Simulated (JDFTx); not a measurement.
# GaP (F-43m) in JDFTx: equation of state

How stiff is GaP in PBE, and what volume does it want? The cell is scaled to several volumes.

All numbers are computed with JDFTx 1.7.0 (patched build); they aren't measurements. Logs are shortened: lines on timing, memory, paths and dates and some standing lists are left out, and cuts for length are marked. The log counts tension as positive stress, the text compression.

**The experiment to reproduce.**

“Phosphorous dimerization in GaP at high pressure”, 2017, arxiv:1709.06667 reports, for a bulk crystal of GaP: bulk modulus 87.5 ± 0.6 GPa.

The results are compared with them further down.

## (1) Starting point

It takes space group F-43m (No. 216, cubic). Conventional cell: a = 5.451 Å, b = 5.451 Å, c = 5.451 Å, α = 90.00°, β = 90.00°, γ = 90.00°. Ga (site symmetry -43m) has 4 P at 2.36 Å as nearest neighbours. Around P (site symmetry -43m) lie 4 Ga at 2.36 Å.

## (2) Equation of state, PBE, 19.03 Å³/atom (volume scaled by 0.94)

Contents of GaP.in:

```
lattice \
    0.0000000000     5.0448450685     5.0448450685 \
    5.0448450685     0.0000000000     5.0448450685 \
    5.0448450685     5.0448450685     0.0000000000
coords-type Lattice
ion Ga     0.0000000000     0.0000000000     0.0000000000 1
ion P      0.7500000000     0.7500000000     0.7500000000 1

ion-species pseudo/Ga.upf
ion-species pseudo/P.upf
elec-cutoff 40
elec-ex-corr gga-PBE
kpoint-folding 8 8 8
elec-smearing Fermi 0.0018374661
elec-n-bands 15
electronic-SCF nIterations 100 energyDiffThreshold 1e-08
electronic-minimize nIterations 30 energyDiffThreshold 1e-7
forces-output-coords Cartesian

dump-name run.$VAR
dump End Ecomponents EigStats BandEigs Kpoints Forces Stress ElecDensity Dtot KEdensity
```

Potentials or basis: PseudoDojo-SR-PBE-0.5-standard.

Started as:

```
$ jdftx -c 1 -i GaP.in -o GaP.out
```

Log:

```text
*************** JDFTx 1.7.0 (patched build) ***************

Input parsed successfully to the following command list (including defaults):
[... the input with its defaults ...]

---------- Setting up symmetries ----------

Found 48 point-group symmetries of the bravais lattice
Found 24 space-group symmetries with basis
Applied RMS atom displacement 0 bohrs to make symmetries exact.

---------- Initializing the Grid ----------
R =
[            0      5.04485      5.04485  ]
[      5.04485            0      5.04485  ]
[      5.04485      5.04485            0  ]
unit cell volume = 256.787
G =
[  -0.622733   0.622733   0.622733  ]
[   0.622733  -0.622733   0.622733  ]
[   0.622733   0.622733  -0.622733  ]
Minimum fftbox size, Smin = [  44  44  44  ]
Chosen fftbox size, S = [  48  48  48  ]

---------- Exchange Correlation functional ----------
Initalized PBE GGA exchange.
Initalized PBE GGA correlation.

---------- Setting up pseudopotentials ----------
Width of ionic core gaussian charges (only for fluid interactions / plotting) set to 0

Reading pseudopotential file 'pseudo/Ga.upf':
  'Ga' pseudopotential, 'PBE' functional
  Generated using ONCVPSP code by D. R. Hamann
  13 valence electrons, 3 orbitals, 6 projectors, 1001 radial grid points, with lMax = 2
    3D    l: 2   occupation: 10.0   eigenvalue: -0.703915
    4S    l: 0   occupation:  2.0   eigenvalue: -0.328859
    4P    l: 1   occupation:  1.0   eigenvalue: -0.094784
  Core radius for overlap checks: 1.84 bohrs.

Reading pseudopotential file 'pseudo/P.upf':
  'P' pseudopotential, 'PBE' functional
  Generated using ONCVPSP code by D. R. Hamann
  5 valence electrons, 2 orbitals, 6 projectors, 1001 radial grid points, with lMax = 2
    3S    l: 0   occupation:  2.0   eigenvalue: -0.513364
    3P    l: 1   occupation:  3.0   eigenvalue: -0.202372
  Core radius for overlap checks: 1.66 bohrs.

Initialized 2 species with 2 total atoms.

Folded 1 k-points by 8x8x8 to 512 k-points.

---------- Setting up k-points, bands, fillings ----------
Adding inversion symmetry to k-mesh for non-inversion-symmetric unit cell.
Reduced to 29 k-points under symmetry.
Computing the number of bands and number of electrons
Calculating initial fillings.
nElectrons:  18.000000   nBands: 15   nStates: 29

----- Setting up reduced wavefunction bases (one per k-point) -----
average nbasis = 3101.639 , ideal nbasis = 3102.826

---------- Setting up ewald sum ----------
Optimum gaussian width for ewald sums = 2.291281 bohr.
Real space sum over 1331 unit cells with max indices [  5  5  5  ]
Reciprocal space sum over 2197 terms with max indices [  6  6  6  ]

---------- Allocating electronic variables ----------
Initializing wave functions:  linear combination of atomic orbitals
Note: number of bands (15) exceeds available atomic orbitals (13)
Ga pseudo-atom occupations:   s ( 2 )  p ( 1 )  d ( 10 )
P pseudo-atom occupations:   s ( 2 )  p ( 3 )
	FillingsUpdate:  mu: +0.369526831  nElectrons: 18.000000
LCAOMinimize: Iter:   0  F: -73.6965823220148621  |grad|_K:  2.243e-03  alpha:  1.000e+00
	FillingsUpdate:  mu: +0.359959852  nElectrons: 18.000000
LCAOMinimize: Iter:   1  F: -73.7052131239649242  |grad|_K:  4.022e-05  alpha:  5.115e-01  linmin: -2.435e-01  cgtest:  6.895e-01
LCAOMinimize: Encountered beta<0, resetting CG.
	FillingsUpdate:  mu: +0.359841986  nElectrons: 18.000000
LCAOMinimize: Iter:   2  F: -73.7052167102799842  |grad|_K:  1.202e-05  alpha:  6.793e-01  linmin: -5.342e-04  cgtest:  8.223e-03
	FillingsUpdate:  mu: +0.359916140  nElectrons: 18.000000
LCAOMinimize: Iter:   3  F: -73.7052170479456521  |grad|_K:  8.516e-07  alpha:  7.153e-01  linmin: -1.288e-03  cgtest: -3.371e-02
	FillingsUpdate:  mu: +0.359913074  nElectrons: 18.000000
LCAOMinimize: Iter:   4  F: -73.7052170501656860  |grad|_K:  6.446e-08  alpha:  9.379e-01  linmin:  4.259e-03  cgtest: -2.078e-02
LCAOMinimize: Converged (|Delta F|<1.000000e-06 for 2 iters).

-------- Electronic minimization -----------
Will mix electronic density at each iteration.
	FillingsUpdate:  mu: +0.359913074  nElectrons: 18.000000
	FillingsUpdate:  mu: +0.332920422  nElectrons: 18.000000
SCF: Cycle:  0   F: -73.755657478729660   dF: -5.044e-02   |Residual|: 5.503e-02   |deigs|: 1.702e-01
	FillingsUpdate:  mu: +0.333788414  nElectrons: 18.000000
SCF: Cycle:  1   F: -73.756913549060215   dF: -1.256e-03   |Residual|: 3.128e-02   |deigs|: 9.257e-03
	FillingsUpdate:  mu: +0.337030030  nElectrons: 18.000000
SCF: Cycle:  2   F: -73.757123182125255   dF: -2.096e-04   |Residual|: 4.218e-03   |deigs|: 6.005e-03
	FillingsUpdate:  mu: +0.337262299  nElectrons: 18.000000
SCF: Cycle:  3   F: -73.757131915665269   dF: -8.734e-06   |Residual|: 2.000e-03   |deigs|: 7.311e-04
	FillingsUpdate:  mu: +0.337831852  nElectrons: 18.000000
SCF: Cycle:  4   F: -73.757134800032105   dF: -2.884e-06   |Residual|: 6.834e-04   |deigs|: 7.935e-04
	FillingsUpdate:  mu: +0.337804985  nElectrons: 18.000000
SCF: Cycle:  5   F: -73.757135233934164   dF: -4.339e-07   |Residual|: 2.885e-04   |deigs|: 2.466e-04
	FillingsUpdate:  mu: +0.337848754  nElectrons: 18.000000
SCF: Cycle:  6   F: -73.757135404343543   dF: -1.704e-07   |Residual|: 3.509e-05   |deigs|: 2.399e-04
	FillingsUpdate:  mu: +0.337847163  nElectrons: 18.000000
SCF: Cycle:  7   F: -73.757135446620225   dF: -4.228e-08   |Residual|: 2.543e-05   |deigs|: 1.570e-04
	FillingsUpdate:  mu: +0.337850132  nElectrons: 18.000000
SCF: Cycle:  8   F: -73.757135467188448   dF: -2.057e-08   |Residual|: 7.434e-06   |deigs|: 4.128e-04
	FillingsUpdate:  mu: +0.337850216  nElectrons: 18.000000
SCF: Cycle:  9   F: -73.757135472770443   dF: -5.582e-09   |Residual|: 5.215e-06   |deigs|: 2.397e-04
	FillingsUpdate:  mu: +0.337850717  nElectrons: 18.000000
SCF: Cycle: 10   F: -73.757135475719167   dF: -2.949e-09   |Residual|: 1.768e-06   |deigs|: 2.535e-04
SCF: Converged (|Delta E|<1.000000e-08 for 2 iters).

Setting wave functions to eigenvectors of Hamiltonian

# Stress tensor in Cartesian coordinates [Eh/a0^3]:
[ -0.000299788            0            0  ]
[            0 -0.000299788            0  ]
[            0            0 -0.000299788  ]

# Ionic positions in lattice coordinates:
ion Ga   0.000000000000000   0.000000000000000   0.000000000000000 1
ion P   0.750000000000000   0.750000000000000   0.750000000000000 1

# Forces in Cartesian coordinates:
force Ga   0.000000000000000  -0.000000000000000  -0.000000000000000 1
force P  -0.000000000000000   0.000000000000000   0.000000000000000 1

# Energy components:
   Eewald =      -49.2440751395158571
       EH =       25.5746971765773345
     Eloc =      -64.8521578421995457
      Enl =      -37.1363535685712662
      Exc =      -23.0450967333798964
 Exc_core =        9.6684065754916340
       KE =       65.2774440561606326
-------------------------------------
     Etot =      -73.7571354754369537
       TS =        0.0000000002822070
-------------------------------------
        F =      -73.7571354757191671

IonicMinimize: Iter:   0  F: -73.757135475719167  |grad|_K:        nan
IonicMinimize: None of the convergence criteria satisfied after 0 iterations.

#--- Lowdin population analysis ---
# oxidation-state Ga +0.113
# oxidation-state P -0.065

Dumping 'run.eigStats' ...
	eMin: -0.234297 at state 20 ( [ +0.000000 +0.500000 +0.500000 ] spin 0 )
	HOMO: +0.310691 at state 0 ( [ +0.000000 +0.000000 +0.000000 ] spin 0 )
	mu  : +0.337851
	LUMO: +0.366529 at state 20 ( [ +0.000000 +0.500000 +0.500000 ] spin 0 )
	eMax: +0.797263 at state 13 ( [ +0.000000 +0.250000 +0.375000 ] spin 0 )
	HOMO-LUMO gap: +0.055838
	Optical gap  : +0.085854 at state 0 ( [ +0.000000 +0.000000 +0.000000 ] spin 0 )
Done!
[note: mu as printed may lie anywhere between the filled and the empty levels]
```

It took 73 s on 1 thread of Arm Neoverse V2, shared host; peak memory 0.11 GiB.

Results:

```yaml
Free_energy: -2007.0339 eV
Pressure: 8.8 GPa
Band_gap_on_the_k_mesh: 1.52 eV, indirect (least direct gap 2.34 eV)
Loewdin_charges: Ga +0.11; P -0.07 e
```

Caveat: the empty levels aren't tightly converged.

## (3) Equation of state, PBE, 19.43 Å³/atom (volume scaled by 0.96)

Changes to GaP.in since step 2:

```diff
@@ -1,5 +1,5 @@
 lattice \
-    0.0000000000     5.0448450685     5.0448450685 \
-    5.0448450685     0.0000000000     5.0448450685 \
-    5.0448450685     5.0448450685     0.0000000000
+    0.0000000000     5.0803733169     5.0803733169 \
+    5.0803733169     0.0000000000     5.0803733169 \
+    5.0803733169     5.0803733169     0.0000000000
 coords-type Lattice
```

Potentials or basis: PseudoDojo-SR-PBE-0.5-standard.

Started as:

```
$ jdftx -c 1 -i GaP.in -o GaP.out
```

Run time: 73 s. Hardware: 1 thread of Arm Neoverse V2, shared host; peak memory 0.11 GiB.

It converged, with:

| Item | Value |
| --- | --- |
| Free energy | -2007.0727 eV |
| Pressure | 6.5 GPa |
| Band gap on the k mesh | 1.57 eV, indirect (least direct gap 2.16 eV) |
| Loewdin charges | Ga +0.12; P -0.07 e |

Caveat: the empty levels aren't tightly converged.

## (4) Equation of state, PBE, 19.84 Å³/atom (volume scaled by 0.98)

Changes to GaP.in since step 3:

```diff
@@ -1,5 +1,5 @@
 lattice \
-    0.0000000000     5.0803733169     5.0803733169 \
-    5.0803733169     0.0000000000     5.0803733169 \
-    5.0803733169     5.0803733169     0.0000000000
+    0.0000000000     5.1154114815     5.1154114815 \
+    5.1154114815     0.0000000000     5.1154114815 \
+    5.1154114815     5.1154114815     0.0000000000
 coords-type Lattice
```

Started as:

```
$ jdftx -c 1 -i GaP.in -o GaP.out
```

Run time: 73 s. Hardware: 1 thread of Arm Neoverse V2, shared host; peak memory 0.12 GiB.

Results (log left out):

```
Free energy            : -2007.1005 eV
Pressure               : 4.4 GPa
Band gap on the k mesh : 1.61 eV, indirect (least direct gap 1.99 eV)
Loewdin charges        : Ga +0.12; P -0.07 e
```

Caveat: the empty levels aren't tightly converged.

## (5) Equation of state, PBE, 20.24 Å³/atom

Changes to GaP.in since step 4:

```diff
@@ -1,5 +1,5 @@
 lattice \
-    0.0000000000     5.1154114815     5.1154114815 \
-    5.1154114815     0.0000000000     5.1154114815 \
-    5.1154114815     5.1154114815     0.0000000000
+    0.0000000000     5.1499761211     5.1499761211 \
+    5.1499761211     0.0000000000     5.1499761211 \
+    5.1499761211     5.1499761211     0.0000000000
 coords-type Lattice
```

Started as:

```
$ jdftx -c 1 -i GaP.in -o GaP.out
```

Wall time 74 s (1 thread of Arm Neoverse V2, shared host); peak memory 0.12 GiB.

The run converged. Its results:

- Free energy: -2007.1184 eV
- Pressure: 2.6 GPa
- Band gap on the k mesh: 1.64 eV, indirect (least direct gap 1.82 eV)
- Loewdin charges: Ga +0.12; P -0.07 e

Caveat: the empty levels aren't tightly converged.

## (6) Equation of state, PBE, 20.65 Å³/atom (volume scaled by 1.02)

Changes to GaP.in since step 5:

```diff
@@ -1,5 +1,5 @@
 lattice \
-    0.0000000000     5.1499761211     5.1499761211 \
-    5.1499761211     0.0000000000     5.1499761211 \
-    5.1499761211     5.1499761211     0.0000000000
+    0.0000000000     5.1840829172     5.1840829172 \
+    5.1840829172     0.0000000000     5.1840829172 \
+    5.1840829172     5.1840829172     0.0000000000
 coords-type Lattice
```

Potentials or basis: PseudoDojo-SR-PBE-0.5-standard.

Started as:

```
$ jdftx -c 1 -i GaP.in -o GaP.out
```

Wall time 74 s (1 thread of Arm Neoverse V2, shared host); peak memory 0.13 GiB.

Results (log left out):

| Item | Value |
| --- | --- |
| Free energy | -2007.1272 eV |
| Pressure | 0.9 GPa |
| Band gap on the k mesh | 1.61 eV, indirect (least direct gap 1.66 eV) |
| Loewdin charges | Ga +0.12; P -0.08 e |

Caveat: the empty levels aren't tightly converged.

## (7) Equation of state, PBE, 21.05 Å³/atom (volume scaled by 1.04)

Changes to GaP.in since step 6:

```diff
@@ -1,5 +1,5 @@
 lattice \
-    0.0000000000     5.1840829172     5.1840829172 \
-    5.1840829172     0.0000000000     5.1840829172 \
-    5.1840829172     5.1840829172     0.0000000000
+    0.0000000000     5.2177467367     5.2177467367 \
+    5.2177467367     0.0000000000     5.2177467367 \
+    5.2177467367     5.2177467367     0.0000000000
 coords-type Lattice
```

Started as:

```
$ jdftx -c 1 -i GaP.in -o GaP.out
```

Run time: 74 s. Hardware: 1 thread of Arm Neoverse V2, shared host; peak memory 0.13 GiB.

Results (log left out):

| Item | Value |
| --- | --- |
| Free energy | -2007.1281 eV |
| Pressure | -0.6 GPa |
| Band gap on the k mesh | 1.50 eV, direct |
| Loewdin charges | Ga +0.12; P -0.08 e |

Caveat: the empty levels aren't tightly converged.

## (8) Equation of state, PBE, 21.45 Å³/atom (volume scaled by 1.06)

Changes to GaP.in since step 7:

```diff
@@ -1,5 +1,5 @@
 lattice \
-    0.0000000000     5.2177467367     5.2177467367 \
-    5.2177467367     0.0000000000     5.2177467367 \
-    5.2177467367     5.2177467367     0.0000000000
+    0.0000000000     5.2509816883     5.2509816883 \
+    5.2509816883     0.0000000000     5.2509816883 \
+    5.2509816883     5.2509816883     0.0000000000
 coords-type Lattice
```

Started as:

```
$ jdftx -c 1 -i GaP.in -o GaP.out
```

Wall time 74 s (1 thread of Arm Neoverse V2, shared host); peak memory 0.13 GiB.

It converged, with:

```
Free energy            : -2007.1217 eV
Pressure               : -1.9 GPa
Band gap on the k mesh : 1.34 eV, direct
Loewdin charges        : Ga +0.13; P -0.08 e
```

Caveat: the empty levels aren't tightly converged.

## (9) Equation of state, PBE

Potentials or basis: PseudoDojo-SR-PBE-0.5-standard.

No new run: the results of the series are fitted here.

Results:

* Equilibrium volume: 20.89 Å³/atom
* Bulk modulus: 77 GPa
* Pressure derivative of the bulk modulus: 4.5

Energy against volume, from the lowest point:
```tsv
volume (Å³/atom)	energy (meV/atom)
19.026	47.09
19.431	27.67
19.836	13.78
20.240	4.87
20.645	0.43
21.050	0.00
21.455	3.17
```

Caveat: the empty levels aren't tightly converged. PBE usually gives volumes a little too large and moduli too small.

## (10) Comparison with measurements

Step 9. Measured bulk modulus of GaP: 87.5 GPa (“Phosphorous dimerization in GaP at high pressure”, 2017, arxiv:1709.06667). This calculation gives 77 GPa (-12.3 %). The fit is for a static lattice scaled at fixed shape and fixed fractional positions.
